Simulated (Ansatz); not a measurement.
# KI

```yaml
crystal:
  lattice:
    - [0.00000, 3.52455, 3.52455]
    - [3.52455, 0.00000, 3.52455]
    - [3.52455, 3.52455, 0.00000]
  atoms:
    - { symbol: K, position: [0.00000, 0.00000, 0.00000] }
    - { symbol: I, position: [0.50000, 0.50000, 0.50000] }
```

Atom numbers follow the list: K1, I2.

The cell is COD entry 9009735, as deposited and not checked against the literature; nothing was relaxed.

No spin–orbit coupling, which matters for the heavy atoms here.

All numbers are computed: DFT, PBE, all-electron LAPW, scalar-relativistic (Ansatz 0.2.0); DFT, PBE, PAW with Ansatz's default frozen-core files, scalar-relativistic (Ansatz 0.2.0).

For LAPW: a Γ-centred 8×8×8 k mesh, Fermi–Dirac smearing of 0.01 eV, basis error target 1 meV/atom, no spin polarisation. PAW takes a cutoff of 420 eV at this cell. The Ansatz runs share mesh, smearing and spin set-up. Values come from LAPW unless marked.

```
Pressure at this cell                                                                                                  : 0.68 GPa
Band gap                                                                                                               : 3.98 eV, direct at Γ
Löwdin charges (with 0.05 e of the cell spilling out of the atomic basis, so their sizes and signs hang on that basis) : K1 0.69, I2 -0.64 e
Bader charges (from the PAW run)                                                                                       : K1 +0.81, I2 -0.81 e
Volume per atom                                                                                                        : 43.78 Å³
```
